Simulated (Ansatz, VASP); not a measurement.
## One calculation of CdS, two programs

```
Cd S
1.0
     0.00000    2.96360    2.96360
     2.96360    0.00000    2.96360
     2.96360    2.96360    0.00000
Cd S
1 1
Cartesian
  0.0000 0.0000 0.0000
  4.4454 4.4454 4.4454
```

Alike in both runs: functional PBE; k mesh 8 × 8 × 8; occupations gaussian, width 0.02 eV; no spin polarisation.

Ansatz relaxed the structure, and its values are those at the end. VASP's run is a single point on that final structure, the one shown.

|  | VASP | Ansatz |
| --- | --- | --- |
| version | VASP 6.6.1 | Ansatz 0.2.0 |
| potentials or method | VASP PAW PBE potentials, release 64 (Cd, S) | scalar-relativistic, plane waves, PAW |
| plane-wave cutoff (eV) | 520 | 420 |
| valence electrons in the cell | 18 | 26 |

|  | VASP | Ansatz | Ansatz less VASP |
| --- | --- | --- | --- |
| gap on the k mesh at the Fermi level (eV) | 1.04 | 1.04 | -0.003 |
| least direct gap on the mesh (eV) | 1.04 | 1.04 | -0.003 |
| pressure (GPa) | 0.3 | 0.0 | -0.27 |

The two sets of potentials don't hold the same shells in valence.

A hybrid or GW would open this gap; PBE tends to underestimate it.
